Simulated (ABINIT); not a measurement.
# NiO (Pm-3m) in ABINIT: single point with PBE

Aim: the single point of NiO with PBE.

Program: ABINIT 10.8.3 (patched build). These are calculated values, not measurements. Logs are shortened: lines on timing, memory, paths and dates and some standing lists are left out, and cuts for length are marked. The log counts tension as positive stress, the text compression.

## 1. The crystal as given

Symmetry: Pm-3m, No. 221, cubic system. The conventional cell has a = 2.505 Å, b = 2.505 Å, c = 2.505 Å, α = 90.00°, β = 90.00°, γ = 90.00°. Ni (site symmetry m-3m) is surrounded by 8 O at 2.17 Å. O (site symmetry m-3m) is surrounded by 8 Ni at 2.17 Å.

Measurements of this composition are mostly on another form, of space group No. 225.

## 2. Single point, PBE, collinear spin, ferromagnetic start

run.abi

```
# Pseudopotentials
pp_dirpath "./"
pseudos "Ni.GGA_PBE-JTH.xml, O.GGA_PBE-JTH.xml"

# Structure
acell 3*1.0
rprim
     4.7330371157     0.0000000000     0.0000000000
     0.0000000000     4.7330371157     0.0000000000
     0.0000000000     0.0000000000     4.7330371157
ntypat 2
znucl 28 8
natom 2
typat 1 2
xcart
     0.0000000000     0.0000000000     0.0000000000
     2.3665185579     2.3665185579     2.3665185579

# Plane-wave basis
ecut 41.0
pawecutdg 63.0
pawxcdev 0

# k points
kptopt 1
ngkpt 11 11 11
nshiftk 1
shiftk 0.0 0.0 0.0

# Exchange and correlation
ixc 11

# Bands and occupations
nband 17
occopt 3
tsmear 0.05 eV

# Spin
nsppol 2
spinat
     0.0000000000     0.0000000000     5.0000000000
     0.0000000000     0.0000000000     0.0000000000

# SCF cycle
nstep 100
tolvrs 1.0e-9

# Output
iomode 3
prtwf 0
prtden 0
prteig 0
prtebands 0
```

Potentials or basis: JTH PAW PBE v2.0.

Started as:

```
$ abinit run.abi > log 2>&1
```

run.abo:

```text
.Version 10.8.3 of ABINIT
 Symmetries : space group Pm -3 m (#221); Bravais cP (primitive cubic)
================================================================================
 Values of the parameters that define the memory need of the present run
     intxc =       0    ionmov =       0      iscf =      17    lmnmax =      18
     lnmax =       6     mgfft =      30  mpssoang =       3    mqgrid =    3001
     natom =       2  nloc_mem =       2    nspden =       2   nspinor =       1
    nsppol =       2      nsym =      48    n1xccc =       1    ntypat =       2
    occopt =       3   xclevel =       2
       mpw =        1352          nfft =       27000          nkpt =          56
 PAW method is used; the additional fine FFT grid is defined by:
   mgfftf=        36    nfftf =     46656
================================================================================
================================================================================

--------------------------------------------------------------------------------
------------- Echo of variables that govern the present computation ------------
--------------------------------------------------------------------------------
 -outvars: echo values of preprocessed input variables --------
            acell      1.0000000000E+00  1.0000000000E+00  1.0000000000E+00 Bohr
              amu      5.86900000E+01  1.59994000E+01
             ecut      4.10000000E+01 Hartree
                       outvar_i_n : Printing only first  50 k-points.
              ixc          11
                       outvar_i_n : Printing only first  50 k-points.
         kptrlatt       11    0    0      0   11    0      0    0   11
          kptrlen      5.20634083E+01
            natom           2
            nband          17
            ngfft          30      30      30
          ngfftdg          36      36      36
             nkpt          56
           nspden           2
           nsppol           2
            nstep         100
             nsym          48
           ntypat           2
                       prtocc : prtvol=0, do not print more k-points.
                       1.000000  1.000000  1.000000  1.000000  1.000000  1.000000
                       1.000000  1.000000  1.000000  1.000000  1.000000  1.000000
                       0.000000  0.000000  0.000000  0.000000  0.000000
                       1.000000  1.000000  1.000000  1.000000  1.000000  1.000000
                       1.000000  1.000000  1.000000  1.000000  1.000000  1.000000
                       0.000000  0.000000  0.000000  0.000000  0.000000
                       1.000000  1.000000  1.000000  1.000000  1.000000  1.000000
                       1.000000  1.000000  1.000000  1.000000  1.000000  1.000000
                       0.000000  0.000000  0.000000  0.000000  0.000000
                       1.000000  1.000000  1.000000  1.000000  1.000000  1.000000
                       1.000000  1.000000  1.000000  1.000000  1.000000  1.000000
                       0.000000  0.000000  0.000000  0.000000  0.000000
                       1.000000  1.000000  1.000000  1.000000  1.000000  1.000000
                       1.000000  1.000000  1.000000  1.000000  1.000000  1.000000
                       0.000000  0.000000  0.000000  0.000000  0.000000
                       1.000000  1.000000  1.000000  1.000000  1.000000  1.000000
                       1.000000  1.000000  1.000000  1.000000  1.000000  1.000000
[... 118 lines left out ...]
                       1.000000  1.000000  1.000000  1.000000  1.000000  1.000000
                       1.000000  1.000000  1.000000  1.000000  1.000000  1.000000
                       0.000000  0.000000  0.000000  0.000000  0.000000
                       1.000000  1.000000  1.000000  1.000000  1.000000  1.000000
                       1.000000  1.000000  1.000000  1.000000  1.000000  1.000000
                       0.000000  0.000000  0.000000  0.000000  0.000000
                       1.000000  1.000000  1.000000  1.000000  1.000000  1.000000
                       1.000000  1.000000  1.000000  1.000000  1.000000  1.000000
                       0.000000  0.000000  0.000000  0.000000  0.000000
                       1.000000  1.000000  1.000000  1.000000  1.000000  1.000000
                       1.000000  1.000000  1.000000  1.000000  1.000000  1.000000
                       0.000000  0.000000  0.000000  0.000000  0.000000
                       1.000000  1.000000  1.000000  1.000000  1.000000  1.000000
                       1.000000  1.000000  1.000000  1.000000  1.000000  1.000000
                       0.000000  0.000000  0.000000  0.000000  0.000000
                       prtocc : prtvol=0, do not print more k-points.
           occopt           3
        pawecutdg      6.30000000E+01 Hartree
         pawxcdev           0
           prtden           0
        prtebands           0
           prteig           0
            prtwf           0
            rprim      4.7330371157E+00  0.0000000000E+00  0.0000000000E+00
                       0.0000000000E+00  4.7330371157E+00  0.0000000000E+00
                       0.0000000000E+00  0.0000000000E+00  4.7330371157E+00
          spgroup         221
           spinat      0.0000000000E+00  0.0000000000E+00  5.0000000000E+00
[... 139 lines left out ...]
 Radius=ratsph(iatom), smearing ratsm=  0.0000. Diff(up-dn)=approximate z local magnetic moment.
    Atom    Radius    up_density   dn_density  Total(up+dn)  Diff(up-dn)
    1 Ni   1.81432     8.281125     7.548864     15.829989     0.732262
    2  O   1.41465     2.335219     2.144091      4.479310     0.191128
 ------------------------------------------------------------------------------------------------------------
  Sum:                10.616344     9.692955     20.309299     0.923389
 Total magnetization (from the atomic spheres):                0.923389
 Total magnetization (exact up - dn):                          0.939725

================================================================================

 ----iterations are completed or convergence reached----

 Mean square residual over all n,k,spin=   77.761E-10; max=  12.242E-06
 reduced coordinates (array xred) for    2 atoms
       0.000000000000      0.000000000000      0.000000000000
       0.500000000000      0.500000000000      0.500000000000
 rms dE/dt=  0.0000E+00; max dE/dt=  0.0000E+00; dE/dt below (all hartree)
    1       0.000000000000      0.000000000000      0.000000000000
    2       0.000000000000      0.000000000000      0.000000000000

 cartesian coordinates (angstrom) at end:
    1      0.00000000000000     0.00000000000000     0.00000000000000
    2      1.25230768914367     1.25230768914367     1.25230768914367

 cartesian forces (hartree/bohr) at end:
    1     -0.00000000000000    -0.00000000000000    -0.00000000000000
    2     -0.00000000000000    -0.00000000000000    -0.00000000000000
 frms,max,avg= 0.0000000E+00 0.0000000E+00   0.000E+00  0.000E+00  0.000E+00 h/b

 cartesian forces (eV/Angstrom) at end:
    1     -0.00000000000000    -0.00000000000000    -0.00000000000000
    2     -0.00000000000000    -0.00000000000000    -0.00000000000000
 frms,max,avg= 0.0000000E+00 0.0000000E+00   0.000E+00  0.000E+00  0.000E+00 e/A
 length scales=  1.000000000000  1.000000000000  1.000000000000 bohr
              =  0.529177210544  0.529177210544  0.529177210544 angstroms
 Fermi (or HOMO) energy (hartree) =   0.42445   Average Vxc (hartree)=  -0.50218
 Magnetization (Bohr magneton)=  9.39721632E-01
 Total spin up =  1.24698608E+01   Total spin down =  1.15301392E+01
 Eigenvalues (hartree) for nkpt=  56  k points, SPIN UP:
 kpt#   1, nband= 17, wtk=  0.00075, kpt=  0.0000  0.0000  0.0000 (reduced coord)
  -3.39146   -1.93446   -1.93446   -1.93446   -0.36131    0.28508    0.28508    0.31184
   0.31184    0.31184    0.37335    0.37335    0.37335    0.48759    1.03141    1.03141
   1.23608
      occupation numbers for kpt#   1
   1.00000    1.00000    1.00000    1.00000    1.00000    1.00000    1.00000    1.00000
   1.00000    1.00000    1.00000    1.00000    1.00000    0.00000    0.00000    0.00000
   0.00000
 prteigrs : prtvol=0 or 1, do not print more k-points.

 Eigenvalues (hartree) for nkpt=  56  k points, SPIN DOWN:
 kpt#   1, nband= 17, wtk=  0.00075, kpt=  0.0000  0.0000  0.0000 (reduced coord)
  -3.35823   -1.90198   -1.90198   -1.90198   -0.35059    0.30531    0.30531    0.32518
   0.32518    0.32518    0.40548    0.40548    0.40548    0.49547    1.03749    1.03749
   1.24452
      occupation numbers for kpt#   1
   1.00000    1.00000    1.00000    1.00000    1.00000    1.00000    1.00000    1.00000
   1.00000    1.00000    0.99997    0.99997    0.99997    0.00000    0.00000    0.00000
   0.00000
 prteigrs : prtvol=0 or 1, do not print more k-points.

--- !EnergyTerms
iteration_state     : {dtset: 1, }
comment             : Components of total free energy in Hartree
kinetic             :  3.66422850372023E+01
hartree             :  4.34271513965552E+01
xc                  : -9.61676359435433E+00
Ewald energy        : -1.26202819979617E+02
psp_core            :  6.01747513433553E+00
local_psp           : -1.32638749279317E+02
PAW spherical_terms : -4.56328880342820E+00
internal            : -1.86934710088623E+02
'-kT*entropy'       : -9.30969055074499E-04
total_energy        : -1.86935641057678E+02
total_energy_eV     : -5.08677793196055E+03
...

--- !EnergyTermsDC
iteration_state     : {dtset: 1, }
comment             : '"Double-counting" decomposition of free energy'
band_energy         : -1.45594159369650E+01
Ewald energy        : -1.26202819979617E+02
psp_core            :  6.01747513433553E+00
xc_dc               : -4.05338934431162E+01
PAW spherical_terms : -1.16560559224550E+01
internal            : -1.86934710147818E+02
'-kT*entropy'       : -9.30969055074499E-04
total_energy_dc     : -1.86935641116873E+02
total_energy_dc_eV  : -5.08677793357131E+03
...

--- !EnergyTermsWithPAWCore
iteration_state     : {dtset: 1, }
comment             : 'Components of total free energy, including PAW core contributions'
Total energy        : -1.59597529104790E+03
Total energy DC     : -1.59597529110710E+03
Total energy (eV)   : -4.34287000837464E+04
Total energy DC (eV): -4.34287000853572E+04
...

 Cartesian components of stress tensor (hartree/bohr^3)
  sigma(1 1)= -8.95719271E-04  sigma(3 2)=  0.00000000E+00
  sigma(2 2)= -8.95719271E-04  sigma(3 1)=  0.00000000E+00
  sigma(3 3)= -8.95719271E-04  sigma(2 1)=  0.00000000E+00

-Cartesian components of stress tensor (GPa)         [Pressure=  2.6353E+01 GPa]
- sigma(1 1)= -2.63529708E+01  sigma(3 2)=  0.00000000E+00
- sigma(2 2)= -2.63529708E+01  sigma(3 1)=  0.00000000E+00
- sigma(3 3)= -2.63529708E+01  sigma(2 1)=  0.00000000E+00

== END DATASET(S) ==============================================================
================================================================================

 -outvars: echo values of variables after computation  --------
            acell      1.0000000000E+00  1.0000000000E+00  1.0000000000E+00 Bohr
           etotal     -1.8693564112E+02
            fcart     -0.0000000000E+00 -0.0000000000E+00 -0.0000000000E+00
                      -0.0000000000E+00 -0.0000000000E+00 -0.0000000000E+00
            rprim      4.7330371157E+00  0.0000000000E+00  0.0000000000E+00
                       0.0000000000E+00  4.7330371157E+00  0.0000000000E+00
                       0.0000000000E+00  0.0000000000E+00  4.7330371157E+00
           strten     -8.9571927119E-04 -8.9571927119E-04 -8.9571927119E-04
                       0.0000000000E+00  0.0000000000E+00  0.0000000000E+00
           xangst      0.0000000000E+00  0.0000000000E+00  0.0000000000E+00
                       1.2523076891E+00  1.2523076891E+00  1.2523076891E+00
             xred      0.0000000000E+00  0.0000000000E+00  0.0000000000E+00
                       5.0000000000E-01  5.0000000000E-01  5.0000000000E-01
 Calculation completed.
```

Run time: 2.2 min. Hardware: 1 thread of Arm Neoverse V1, shared host; peak memory 0.17 GiB.

What came out:

```
Free energy                                           : -5086.7779 eV
Pressure                                              : 26.4 GPa
Band gap on the k mesh                                : none (metal or under the smearing width)
Net moment                                            : 0.94 μB per cell
Site moments                                          : Ni +0.73; O +0.19 μB
Valence electrons inside the program's atomic spheres : Ni 15.83; O 4.48
```

Levels at points of the mesh, in eV from the Fermi level:
Spin up:
| k point | band 10 | band 11 | band 12 | band 13 | band 14 | band 15 | band 16 | band 17 |
| --- | --- | --- | --- | --- | --- | --- | --- | --- |
| (0.00, 0.00, 0.00) | -3.06 | -1.39 | -1.39 | -1.39 | 1.72 | 16.52 | 16.52 | 22.09 |
Spin down:
```tsv
k point	band 7	band 8	band 9	band 10	band 11	band 12	band 13	band 14	band 15	band 16
(0.00, 0.00, 0.00)	-3.24	-2.70	-2.70	-2.70	-0.52	-0.52	-0.52	1.93	16.68	16.68
```

Caveat: the moment fell far below its start of 5 μB, so a state of higher moment may lie lower in energy; a cell with one magnetic atom can't hold antiferromagnetic order, which such compounds often take; semilocal functionals often make such compounds metallic where correlation or magnetic order opens a gap, which also shifts bond lengths.

## 3. The reference run

An earlier run on the cell as given: functional PBE; potentials or basis JTH PAW PBE v2.0; cutoff 1116 eV; k mesh 11 × 11 × 11; occupations fermi-dirac, width 0.05 eV; collinear spin, ferromagnetic start; starting moments [2.0, 0.0] μB.

* Pressure: 25.0 GPa
* Band gap on the k mesh: none (metal or under the smearing width)
* Net moment: 0.56 μB per cell
* Site moments: Ni +0.44; O +0.11 μB
* Valence electrons inside the program's atomic spheres: Ni 15.84; O 4.47
